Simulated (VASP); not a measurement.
A run of VASP 6.6.1 is set up as follows.

INCAR

```
  PREC = Accurate
  ENCUT = 520
  EDIFF = 1E-7
  ISMEAR = 0
  SIGMA = 0.02
  LREAL = F
  LASPH = T
  NELM = 60
  ALGO = Fast
  ISIF = 2
  LWAVE = F
  LCHARG = F
  GGA = PE
  NBANDS = 26
  KPAR = 8
```

File KPOINTS:

```
regular mesh
0
Gamma
  8 5 5
```

The input POSCAR:

```
AlN                                     
1.0
    3.1179847954      0.0000000000      0.0000000000
    0.0000000000      5.0511353685      0.0000000000
    0.0000000000      0.0000000000      5.4136439136
  Al              N             
     4     4
Direct
     1.0000000000000000    0.0009536424345604    0.3334650197800996
     0.5000000000000000    0.0009536424345604    0.8334650197800997
     0.5000000000000000    0.5009536424345604    0.1665349802199004
     1.0000000000000000    0.5009536424345604    0.6665349802199003
     0.0000000000000000    0.6210463575654395    0.3334915184106155
     0.5000000000000000    0.6210463575654395    0.8334915184106154
     0.5000000000000000    0.1210463575654395    0.1665084815893846
     0.0000000000000000    0.1210463575654395    0.6665084815893846
```

KPOINTS_OPT

```
path GXSYGZURTZ,YT,UX,SR
15
line-mode
reciprocal
 0.0000000000  0.0000000000  0.0000000000  G
 0.5000000000  0.0000000000  0.0000000000  X

 0.5000000000  0.0000000000  0.0000000000  X
 0.5000000000  0.5000000000  0.0000000000  S

 0.5000000000  0.5000000000  0.0000000000  S
 0.0000000000  0.5000000000  0.0000000000  Y

 0.0000000000  0.5000000000  0.0000000000  Y
 0.0000000000  0.0000000000  0.0000000000  G

 0.0000000000  0.0000000000  0.0000000000  G
 0.0000000000  0.0000000000  0.5000000000  Z

 0.0000000000  0.0000000000  0.5000000000  Z
 0.5000000000  0.0000000000  0.5000000000  U

 0.5000000000  0.0000000000  0.5000000000  U
 0.5000000000  0.5000000000  0.5000000000  R

 0.5000000000  0.5000000000  0.5000000000  R
 0.0000000000  0.5000000000  0.5000000000  T

 0.0000000000  0.5000000000  0.5000000000  T
 0.0000000000  0.0000000000  0.5000000000  Z

 0.0000000000  0.5000000000  0.0000000000  Y
 0.0000000000  0.5000000000  0.5000000000  T

 0.5000000000  0.0000000000  0.5000000000  U
 0.5000000000  0.0000000000  0.0000000000  X

 0.5000000000  0.5000000000  0.0000000000  S
 0.5000000000  0.5000000000  0.5000000000  R
```

Potentials or basis: VASP PAW PBE potentials, release 64 (Al, N).

Run with:

```sh
$ cat potpaw_PBE.64/Al/POTCAR potpaw_PBE.64/N/POTCAR > POTCAR
$ mpirun -np 8 vasp_std > vasp.out
```

Task: Predict the pressure.

Result: -0.4 GPa.

Task: What does it give for the band gap on the k mesh?

Result: 4.08 eV.

Stress tensor (GPa, compression positive):
```
 0.74  0.00  0.00
 0.00 -2.09  0.00
 0.00  0.00  0.12
```

PBE gaps usually lie below the measured ones, often by a third to a half.
